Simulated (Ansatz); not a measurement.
# HgTe: the cost of one run

Program: Ansatz 0.2.0. Level of theory: reference: DFT, PBEsol, plane waves, PAW. These are calculated values, not measurements.

3 further runs of the same task are left out: 1 for a known fault of the program, 2 that didn't finish.

## 1. The starting structure

It takes space group Fm-3m (No. 225, cubic). Conventional cell: a = 6.041 Å, b = 6.041 Å, c = 6.041 Å, α = 90.00°, β = 90.00°, γ = 90.00°. Hg (site symmetry m-3m) is surrounded by 6 Te at 3.02 Å. Te (site symmetry m-3m) is surrounded by 6 Hg at 3.02 Å.

Coordinates:

```cif
data_structure
_symmetry_space_group_name_H-M 'Fm-3m'
_symmetry_Int_Tables_number 225
_cell_length_a 6.0408
_cell_length_b 6.0408
_cell_length_c 6.0408
_cell_angle_alpha 90.000
_cell_angle_beta 90.000
_cell_angle_gamma 90.000
_cell_volume 220.44
loop_
_atom_site_label
_atom_site_type_symbol
_atom_site_symmetry_multiplicity
_atom_site_Wyckoff_symbol
_atom_site_fract_x
_atom_site_fract_y
_atom_site_fract_z
_atom_site_occupancy
Hg1 Hg 4 a 0.00000 0.00000 0.00000 1
Te1 Te 4 b 0.50000 0.00000 0.00000 1
```

## 2. Reference

Input file input.yaml:

```yaml
crystal:
  lattice:
    - [0.0, 3.0204014048, 3.0204014048]
    - [3.0204014048, 0.0, 3.0204014048]
    - [3.0204014048, 3.0204014048, 0.0]
  atoms:
    - { symbol: Hg, position: [0.0, 0.0, 0.0] }
    - { symbol: Te, position: [0.5, 0.5, 0.5] }
kpoints:
  mp_grid: { grid: [6, 6, 6] }
hamiltonian:
  xc: pbesol
scf:
  occupations: { method: fermi_dirac, width: 0.02 }
  n_extra_bands: 4
output:
  forces: true
  stress: true
  eigenvalues: true
```

The run is started by

```sh
> ansatz run input.yaml --threads 4 --pin off --max-ram 3686MiB --backend cpu --events-out ev --progress --plain --runs-dir out
```

What time and memory should one allow on 4 threads of an x86-64 CPU, shared host?

About 5.7 s, with a peak of 0.36 GiB.
